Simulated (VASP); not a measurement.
# SiC (P6_3mc) in VASP: single point with HSE06

Aim: the single point of SiC with HSE06.

Everything below comes from runs of VASP 6.6.1. Logs are shortened: lines on timing, memory, paths and dates and some standing lists are left out, and cuts for length are marked.

## (1) The structure

The structure is hexagonal, space group P6_3mc (No. 186). The conventional cell has a = 3.080 Å, b = 3.080 Å, c = 15.112 Å, α = 90.00°, β = 90.00°, γ = 120.00°. Si (site symmetry 3m) is surrounded by 4 C at 1.88 to 1.89 Å. Around Si (site symmetry 3m) lie 4 C at 1.89 Å. Around Si (site symmetry 3m) lie 4 C at 1.89 Å. C (site symmetry 3m) is surrounded by 4 Si at 1.88 to 1.89 Å. C (site symmetry 3m) has 4 Si at 1.89 Å as nearest neighbours. Around C (site symmetry 3m) lie 4 Si at 1.89 Å.

The cell is a database's computed one.

## (2) Single point, HSE06

Input file POSCAR:

```
SiC
1.0
    3.0798600000      0.0000000000      0.0000000000
   -1.5399300000      2.6672300000      0.0000000000
    0.0000000000      0.0000000000     15.1117700000
Si C
6 6
Direct
    0.3333300000      0.6666700000      0.8329900000
    0.6666700000      0.3333300000      0.3329900000
    0.6666700000      0.3333300000      0.6665000000
    0.3333300000      0.6666700000      0.1665000000
    0.0000000000      0.0000000000      0.4997200000
    0.0000000000      0.0000000000      0.9997200000
    0.0000000000      0.0000000000      0.8743700000
    0.0000000000      0.0000000000      0.3743700000
    0.3333300000      0.6666700000      0.7080000000
    0.6666700000      0.3333300000      0.2080000000
    0.6666700000      0.3333300000      0.5415200000
    0.3333300000      0.6666700000      0.0415200000
```

Input file INCAR.step1:

```
ALGO     = Normal         # electronic algorithm
EDIFF    = 1E-5           # SCF threshold, eV
ENCUT    = 520            # plane-wave cutoff, eV
GGA      = PE             # functional
ISIF     = 2              # what is computed and relaxed
ISMEAR   = 0              # smearing method
LASPH    = T              # aspherical terms in the spheres
LCHARG   = F              # write CHGCAR
LREAL    = F              # projectors in reciprocal space
LWAVE    = T              # write WAVECAR
NBANDS   = 36             # bands
NELM     = 60             # most SCF steps
PREC     = Accurate       # precision mode
SIGMA    = 0.02           # smearing width, eV
```

Input file INCAR.step2:

```
ALGO     = Normal         # electronic algorithm
EDIFF    = 1E-6           # SCF threshold, eV
ENCUT    = 520            # plane-wave cutoff, eV
GGA      = PE             # functional
HFSCREEN = 0.2            # screening, 1/A
ISIF     = 2              # what is computed and relaxed
ISMEAR   = 0              # smearing method
ISTART   = 1            
LASPH    = T              # aspherical terms in the spheres
LCHARG   = F              # write CHGCAR
LHFCALC  = T              # exact exchange
LREAL    = F              # projectors in reciprocal space
LWAVE    = F              # write WAVECAR
NBANDS   = 36             # bands
NELM     = 60             # most SCF steps
PREC     = Accurate       # precision mode
PRECFOCK = Fast         
SIGMA    = 0.02           # smearing width, eV
```

Input file KPOINTS:

```
k-points
0
Gamma
  6 6 1
```

Potentials or basis: VASP PAW PBE potentials, release 64 (Si, C).

On the command line:

```
$ cat potpaw_PBE.64/Si/POTCAR potpaw_PBE.64/C/POTCAR > POTCAR
$ cp INCAR.step1 INCAR
$ mpirun -np 1 vasp_std > vasp.out
$ cp INCAR.step2 INCAR
$ mpirun -np 1 vasp_std > vasp.out
```

OUTCAR:

```text
EDIFF = 1E-6
   ENCUT = 520
   GGA = PE
   HFSCREEN = 0.2
   ISIF = 2
   ISMEAR = 0
   ISTART = 1
   LASPH = T
   LHFCALC = T
   LREAL = F
   NELM = 60
   PREC = Accurate
   PRECFOCK = Fast

 ion  position               nearest neighbor table
   1  0.333  0.667  0.833-   7 1.88   7 1.88   7 1.88   9 1.89   3 3.08   3 3.08   3 3.08   6 3.08
                             6 3.08   6 3.08
   2  0.667  0.333  0.333-   8 1.88   8 1.88   8 1.88  10 1.89   4 3.08   4 3.08   4 3.08   5 3.08
                             5 3.08   5 3.08
   3  0.667  0.333  0.666-   9 1.89   9 1.89   9 1.89  11 1.89   1 3.08   1 3.08   1 3.08   5 3.08
                             5 3.08   5 3.08
   4  0.333  0.667  0.166-  10 1.89  10 1.89  10 1.89  12 1.89   2 3.08   2 3.08   2 3.08   6 3.08
                             6 3.08   6 3.08
   5  0.000  0.000  0.500-  11 1.89  11 1.89  11 1.89   8 1.89   2 3.08   2 3.08   2 3.08   3 3.08
                             3 3.08   3 3.08
   6  0.000  0.000  1.000-  12 1.89  12 1.89  12 1.89   7 1.89   1 3.08   1 3.08   1 3.08   4 3.08
                             4 3.08   4 3.08
   7  0.000  0.000  0.874-   1 1.88   1 1.88   1 1.88   6 1.89
   8  0.000  0.000  0.374-   2 1.88   2 1.88   2 1.88   5 1.89
   9  0.333  0.667  0.708-   3 1.89   3 1.89   3 1.89   1 1.89
  10  0.667  0.333  0.208-   4 1.89   4 1.89   4 1.89   2 1.89
  11  0.667  0.333  0.542-   5 1.89   5 1.89   5 1.89   3 1.89
  12  0.333  0.667  0.042-   6 1.89   6 1.89   6 1.89   4 1.89

  LATTYP: Found a hexagonal cell.
 ALAT       =     3.0798600000
 C/A-ratio  =     4.9066418603

  Lattice vectors:

 A1 = (   3.0798600000,   0.0000000000,   0.0000000000)
 A2 = (  -1.5399300000,   2.6672300000,   0.0000000000)
 A3 = (   0.0000000000,   0.0000000000,  15.1117700000)

Analysis of symmetry for initial positions (statically):
=====================================================================
 Subroutine PRICEL returns:
 Original cell was already a primitive cell.

 Routine SETGRP: Setting up the symmetry group for a
 hexagonal supercell.

 Subroutine GETGRP returns: Found  4 space group operations
 (whereof  2 operations were pure point group operations)
 out of a pool of 24 trial point group operations.

The static configuration has the point symmetry C_1h.
 The point group associated with its full space group is C_2v.

Analysis of symmetry for dynamics (positions and initial velocities):
=====================================================================
 Subroutine PRICEL returns:
 Original cell was already a primitive cell.

 Routine SETGRP: Setting up the symmetry group for a
 hexagonal supercell.

 Subroutine GETGRP returns: Found  4 space group operations
 (whereof  2 operations were pure point group operations)
 out of a pool of 24 trial point group operations.

The dynamic configuration has the point symmetry C_1h.
 The point group associated with its full space group is C_2v.

 Subroutine INISYM returns: Found  4 space group operations
 (whereof  2 operations are pure point group operations),
 and found     1 'primitive' translations

----------------------------------------------------------------------------------------

                                     Primitive cell

  volume of cell :     124.1386

  direct lattice vectors                    reciprocal lattice vectors
     3.079860000  0.000000000  0.000000000     0.324690083  0.187460399  0.000000000
    -1.539930000  2.667230000  0.000000000     0.000000000  0.374920798  0.000000000
     0.000000000  0.000000000 15.111770000     0.000000000  0.000000000  0.066173585

  length of vectors
     3.079860000  3.079853938 15.111770000     0.374920060  0.374920798  0.066173585

[... 41 lines left out ...]
     0.000000000  0.062486800  0.000000000     0.000000000  0.166666667  0.000000000
     0.000000000  0.000000000  0.066173585     0.000000000  0.000000000  1.000000000

  Length of vectors
     0.062486677  0.062486800  0.066173585

  Shift w.r.t. Gamma in fractional coordinates (k-lattice)
     0.000000000  0.000000000  0.000000000

 Subroutine IBZKPT returns following result:
 ===========================================

 Found     13 irreducible k-points:

 Following reciprocal coordinates:
            Coordinates               Weight
  0.000000  0.000000  0.000000      1.000000
  0.166667  0.000000  0.000000      4.000000
 -0.166667  0.166667  0.000000      2.000000
  0.333333  0.000000  0.000000      4.000000
 -0.333333  0.333333  0.000000      2.000000
  0.500000  0.000000  0.000000      2.000000
  0.500000  0.500000  0.000000      1.000000
  0.166667  0.166667  0.000000      2.000000
 -0.166667  0.333333  0.000000      4.000000
  0.333333  0.166667  0.000000      4.000000
 -0.166667  0.500000  0.000000      4.000000
  0.500000  0.333333  0.000000      4.000000
  0.333333  0.333333  0.000000      2.000000
   k-points           NKPTS =     13   k-points in BZ     NKDIM =     36   number of bands    NBANDS=     36
   number of dos      NEDOS =    301   number of ions     NIONS =     12
   total plane-waves  NPLWV =  64512
   dimension x,y,z NGX =    24 NGY =   24 NGZ =  112
   dimension x,y,z NGXF=    48 NGYF=   48 NGZF=  224
   ions per type =               6   6
   NGX,Y,Z   is equivalent  to a cutoff of  12.95, 12.95, 12.32 a.u.
   NGXF,Y,Z  is equivalent  to a cutoff of  25.91, 25.91, 24.64 a.u.
 SYSTEM =  unknown system
   PREC   = accura    normal or accurate (medium, high low for compatibility)
   ISTART =      1    job   : 0-new  1-cont  2-samecut
   ICHARG =      0    charge: 1-file 2-atom 10-const
   ISPIN  =      1    spin polarized calculation?
   LNONCOLLINEAR =      F non collinear calculations
   LSORBIT =      F    spin-orbit coupling
   LASPH  =      T    aspherical Exc in radial PAW
   ENCUT  =  520.0 eV  38.22 Ry    6.18 a.u.   5.73  5.73 28.10*2*pi/ulx,y,z
   NELM   =     60;   NELMIN=  2; NELMDL=  0     # of ELM steps
   EDIFF  = 0.1E-05   stopping-criterion for ELM
   LREAL  =      F    real-space projection
   EDIFFG = 0.1E-04   stopping-criterion for IOM
   NSW    =      0    number of steps for IOM
   IBRION =     -1    ionic relax: 0-MD 1-quasi-New 2-CG
   NFREE  =      0    steps in history (QN), initial steepest desc. (CG)
   ISIF   =      2    stress and relaxation
   ISYM   =      3    0-nonsym 1-usesym 2-fastsym
   POTIM  = 0.5000    time-step for ionic-motion
   TEBEG  =    0.0;   TEEND  =   0.0 temperature during run
   PSTRESS=    0.0 pullay stress
   NELECT =      48.0000    total number of electrons
   NUPDOWN=      -1.0000    fix difference up-down
   EMIN   =  10.00;   EMAX   =-10.00  energy-range for DOS
   EFERMI =   0.00;   METHOD = LEGACY
   ISMEAR =     0;   SIGMA  =   0.02  broadening in eV -4-tet -1-fermi 0-gaus
   EFERMI_NEDOS =   21; number of points for ismear=-14 and -15
   IALGO  =     38    algorithm
   IMIX   =      1    mixing-type and parameters
     AMIX     =   0.40;   BMIX     =  1.00
     AMIX_MAG =   1.60;   BMIX_MAG =  1.00
  volume/ion in A,a.u.               =      10.34        69.81
  Fermi-wavevector in a.u.,A,eV,Ry     =   1.192668  2.253816 19.353709  1.422458
  Thomas-Fermi vector in A             =   2.328701
   LORBIT       =      0    0 simple, 1 ext, 2 COOP (PROOUT), +10 PAW based schemes
   GGA     = PE    functional components
   LHFCALC =     T    Hartree Fock is set to
   PRECFOCK=fast      Normal, Fast or Accurate (Low or Medium for compatibility)
   ENCUT4O =  -1.0   cutoff for four orbital integrals eV
   NKREDX  =     1    reduce k-point grid by
   NKREDY  =     1    reduce k-point grid by
   NKREDZ  =     1    reduce k-point grid by
   AEXX    =    0.2500 exact exchange contribution
   HFSCREEN=    0.2000 screening length (either q_TF or 0.3 A-1)
   HFSCREENC=   0.2000 screening length for correlation (either q_TF or 0.3 A-1)
   ENCUTFOCK=  -1.0 apply spherical cutoff to Coloumb kernel
   IVDW    =     0    specifies the selected vdW correction
   LEPSILON=     F    determine dielectric tensor
   LRPA    =     F    only Hartree local field effects (RPA)
 non-spin polarized calculation
 Gauss-broadening in eV      SIGMA  =   0.02
  energy-cutoff  :      520.00
  volume of cell :      124.14
 maximum number of plane-waves:      3356
  NGX = 14; NGY = 14; NGZ = 70

 number of electron      47.9999999 magnetization

 Free energy of the ion-electron system (eV)
  ---------------------------------------------------
  ext. energy  EPLUGINS =         0.00000000
  ---------------------------------------------------
  free energy    TOTEN  =      -104.74577653 eV

  energy without entropy =     -104.74577653  energy(sigma->0) =     -104.74577653

 E-fermi :   7.6437     XC(G=0):  -9.3417

 val. band max:        7.5352990181   @ k =   0.0000   0.0000   0.0000
 cond. band min:      10.4746682386   @ k =   0.5000   0.0000   0.0000
 fundamental gap:      2.9393692205
 Fermi energy:         7.6437322646

 k-point     1 :       0.0000    0.0000    0.0000
  band No.  band energies     occupation
      1      -9.5172      2.00000
      2      -8.9487      2.00000
      3      -8.9136      2.00000
      4      -7.2886      2.00000
      5      -7.2609      2.00000
      6      -5.6665      2.00000
[... 496 lines left out ...]
     35      18.2400      0.00000
     36      18.2400      0.00000

------------------------ aborting loop because EDIFF is reached ----------------------------------------

  FORCE on cell =-STRESS in cart. coord.  units (eV):
  Direction    XX          YY          ZZ          XY          YZ          ZX
  --------------------------------------------------------------------------------------
  -------------------------------------------------------------------------------------
  Total       -1.3830116     -1.3835523     -1.5109646     -0.0004746      0.0000000      0.0000000
  in kB      -17.8496472    -17.8566258    -19.5010547     -0.0061248      0.0000000      0.0000000
  external PRESSURE =     -18.4024426 kB  Pullay stress =       0.0000000 kB

 VOLUME and BASIS-vectors are now :
 -----------------------------------------------------------------------------
  energy-cutoff  :      520.00
  volume of cell :      124.14
      direct lattice vectors                 reciprocal lattice vectors
     3.079860000  0.000000000  0.000000000     0.324690083  0.187460399  0.000000000
    -1.539930000  2.667230000  0.000000000     0.000000000  0.374920798  0.000000000
     0.000000000  0.000000000 15.111770000     0.000000000  0.000000000  0.066173585

 POSITION                                       TOTAL-FORCE (eV/Angst)
 -----------------------------------------------------------------------------------
     -0.00002      1.77816     12.58795         0.000285     -0.000165      0.009574
      1.53995      0.88907      5.03207        -0.000285      0.000165      0.009574
      1.53995      0.88907     10.07199        -0.000569      0.000328     -0.000226
     -0.00002      1.77816      2.51611         0.000569     -0.000328     -0.000226
      0.00000      0.00000      7.55165         0.000279     -0.000161      0.015360
      0.00000      0.00000     15.10754        -0.000279      0.000161      0.015360
      0.00000      0.00000     13.21328        -0.000266      0.000154     -0.017045
      0.00000      0.00000      5.65739         0.000266     -0.000154     -0.017045
     -0.00002      1.77816     10.69913         0.000568     -0.000328     -0.000766
      1.53995      0.88907      3.14325        -0.000568      0.000328     -0.000766
      1.53995      0.88907      8.18333        -0.000276      0.000160     -0.006896
     -0.00002      1.77816      0.62744         0.000276     -0.000160     -0.006896
 -----------------------------------------------------------------------------------
    total drift:                                0.000001      0.000003      0.000208

  FREE ENERGIE OF THE ION-ELECTRON SYSTEM (eV)
  ---------------------------------------------------
  free  energy   TOTEN  =      -104.7457765266 eV

  energy  without entropy=     -104.7457765266  energy(sigma->0) =     -104.74577653
```

It took 36 min on 1 thread of AMD EPYC 9R45 (Zen 5), shared host; peak memory 0.36 GiB.

What came out:

| Item | Value |
| --- | --- |
| Free energy | -104.7458 eV |
| Pressure | -1.8 GPa |
| Largest force | 0.017 eV/Å |
| Band gap on the k mesh | 2.94 eV, indirect (least direct gap 4.15 eV) |

Forces in eV/Å, atoms in the order of the input:
```
Si   0.000  0.000  0.010
Si   0.000  0.000  0.010
Si  -0.001  0.000  0.000
Si   0.001  0.000  0.000
Si   0.000  0.000  0.015
Si   0.000  0.000  0.015
C    0.000  0.000 -0.017
C    0.000  0.000 -0.017
C    0.001  0.000 -0.001
C   -0.001  0.000 -0.001
C    0.000  0.000 -0.007
C    0.000  0.000 -0.007
```

Caveat: the PAW data sets were made with another functional, which shifts forces and pressure a little; an odd mesh through Γ misses points on the zone boundary, where band edges often lie.
